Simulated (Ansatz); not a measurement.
# BN (Qingsongite): the PBE gap against the k mesh of the density

How far can the k mesh of the density be lowered for the gap of BN (Qingsongite)?

Calculated with Ansatz 0.2.0; DFT, PBE, plane waves, PAW; PAW set soft_1.

Most raw output is cut from this account.

**1. Starting point**

Symmetry: F-43m, No. 216, cubic system. The conventional cell has a = 3.615 Å, b = 3.615 Å, c = 3.615 Å, α = 90.00°, β = 90.00°, γ = 90.00°. B has 4 N at 1.57 Å nearest. Nearest to N lie 4 B at 1.57 Å. Farther neighbours and most contacts between anions are not listed.

The cell and positions come from the Crystallography Open Database and are kept as given unless a step says otherwise.

**2. k mesh of the density: 4×4×4**

Input file input.yaml:

```yaml
crystal:
  lattice:
    - [0.0, 1.8075, 1.8075]
    - [1.8075, 0.0, 1.8075]
    - [1.8075, 1.8075, 0.0]
  atoms:
    - { symbol: B, position: [0.0, 0.0, 0.0] }
    - { symbol: "N", position: [0.25, 0.25, 0.25] }
kpoints:
  mp_grid: { grid: [4, 4, 4] }
  band_path:
    path:
      - [0.0, 0.0, 0.0]
      - [-0.5, -0.5, 0.0]
      - [-0.375, -0.375, 0.25]
      - [-0.375, 0.0, 0.375]
      - [0.0, 0.0, 0.5]
      - [-0.5, -0.25, 0.25]
    npoints: 1
hamiltonian:
  xc: pbe
  pseudopotentials: { kind: paw, azcp: { folder: soft_1 } }
scf:
  occupations: { method: fixed }
  n_extra_bands: 4
output:
  eigenvalues: true
  write_density: true
  write_potential: true
  elf: true
  volumetric_format: npy
```

Run with:

```sh
ansatz run input.yaml --threads 3 --pin off --max-ram 92160MiB --backend cuda --events-out ev --progress --plain --runs-dir out --devices 1 --max-vram 13GiB
```

The job ended after 6.3 s (1 × NVIDIA H100 80GB HBM3 (shared by 6 runs) with 3 threads of AMD EPYC 7R13 (Zen 3), shared host; peak memory 0.84 GiB; 3.1 s of CPU time).

Numbers from this step:

| Item | Value |
| --- | --- |
| gap | 4.443 eV |
| valence top at | Γ |
| conduction bottom at | X |
| least direct gap | 8.798 eV |

The gap is indirect, with the least direct gap 4.36 eV higher.

**3. k mesh of the density: 6×6×6**

Edit input.yaml of step 2 so:

```diff
@@ -9,3 +9,3 @@
 kpoints:
-  mp_grid: { grid: [4, 4, 4] }
+  mp_grid: { grid: [6, 6, 6] }
   band_path:
@@ -27,5 +27 @@
   eigenvalues: true
-  write_density: true
-  write_potential: true
-  elf: true
-  volumetric_format: npy
```

Wall time 5.7 s (1 × NVIDIA H100 80GB HBM3 (shared by 6 runs) with 3 threads); peak memory 0.84 GiB.

This step gave:

- gap: 4.465 eV
- valence top at: Γ
- conduction bottom at: X
- least direct gap: 8.823 eV

The gap is 4.465 eV, +0.022 eV from the run before at this level.

**4. k mesh of the density: 10×10×10 (the default)**

input.yaml, the sections that differ from step 3:

```yaml
kpoints:
  mp_grid: { grid: [10, 10, 10] }
  band_path:
    path:
      - [[0.0, 0.0, 0.0], [-0.5, -0.5, 0.0], [-0.375, -0.375, 0.25]]
      - [[-0.375, 0.0, 0.375], [0.0, 0.0, 0.0], [0.0, 0.0, 0.5], [-0.5, -0.25, 0.25], [-0.5, -0.5, 0.0]]
    npoints: 10
scf:
  occupations: { method: fermi_dirac, width: 0.02 }
  n_extra_bands: 4
output:
  eigenvalues: true
  write_density: true
  write_potential: true
  elf: true
  volumetric_format: npy
# crystal, hamiltonian: as in step 3
```

Wall time 5.7 s (1 × NVIDIA H100 80GB HBM3 (shared by 6 runs) with 3 threads); peak memory 0.86 GiB; 2.8 s of CPU time.

This step gave:

| Property | Result |
| --- | --- |
| gap | 4.467 eV |
| valence top at | Γ |
| conduction bottom at | X |
| least direct gap | 8.825 eV |

The gap is 4.467 eV, +0.002 eV from the run before at this level.

**5. k mesh of the density: 16×16×16**

input.yaml, the sections that differ from step 4:

```yaml
kpoints:
  mp_grid: { grid: [16, 16, 16] }
  band_path:
    path:
      - [0.0, 0.0, 0.0]
      - [-0.5, -0.5, 0.0]
      - [-0.375, -0.375, 0.25]
      - [-0.375, 0.0, 0.375]
      - [0.0, 0.0, 0.5]
      - [-0.5, -0.25, 0.25]
    npoints: 1
scf:
  occupations: { method: fixed }
  n_extra_bands: 4
output:
  eigenvalues: true
# crystal, hamiltonian: as in step 4
```

Elapsed: 9.6 s, on 1 × NVIDIA H100 80GB HBM3 (shared by 6 runs) with 3 threads; peak memory 0.84 GiB.

This step gave:

```
gap                  : 4.467 eV
valence top at       : Γ
conduction bottom at : X
least direct gap     : 8.825 eV
```

The gap is 4.467 eV, as in the run before at this level.

**6. The series**

Differences are against the last row; a negative gap means that bands overlap, and a run with a band path holds that path's time. Times are wall times on 1 × NVIDIA H100 80GB HBM3 (shared by 6 runs) with 3 threads of AMD EPYC 7R13 (Zen 3), shared host, good to a factor of about two.

| k mesh of the density | gap (eV) | direct gap (eV) | gap error (eV) | energy error (meV/atom) | irreducible k | time |
| --- | --- | --- | --- | --- | --- | --- |
| 4×4×4 | 4.443 | 8.798 | −0.024 | +37.2 | 8 | 6.3 s |
| 6×6×6 | 4.465 | 8.823 | −0.002 | +2.0 | 16 | 5.7 s |
| 10×10×10 | 4.467 | 8.825 | +0.000 | +0.1 | 47 | 5.7 s |
| 16×16×16 | 4.467 | 8.825 | +0.000 | +0.0 | 145 | 9.6 s |

**7. What came out**

```
4×4×4    : 4.443 eV
6×6×6    : 4.465 eV
10×10×10 : 4.467 eV
16×16×16 : 4.467 eV
```

The gap holds to 0.02 eV from 6×6×6 on. At 4×4×4 the gap is off by −0.024 eV and the energy by +37 meV/atom. The gap is read over the mesh and added points near the edges, so meshes differ mainly through the density and, for a hybrid, the exchange operator.

[Paths, hosts, dates, memory and timing lines, banners, echoed tables and standing remarks are left out of the program output.]

[Logs are printed without paths, hosts, clocks, repeated set-up lines and the standing remarks that a program may print on its own settings, such as how far it seeks lower states.]

[Runs of the session that timed out or met a known fault of the program may be left out.]

[Cells called generated may have been cut or substituted from an entry of the Crystallography Open Database or the Materials Project.]

[Hosts, paths, dates, database ids (printed as entryN), source tags and the programs' standing remarks are cut or masked in the printed files.]
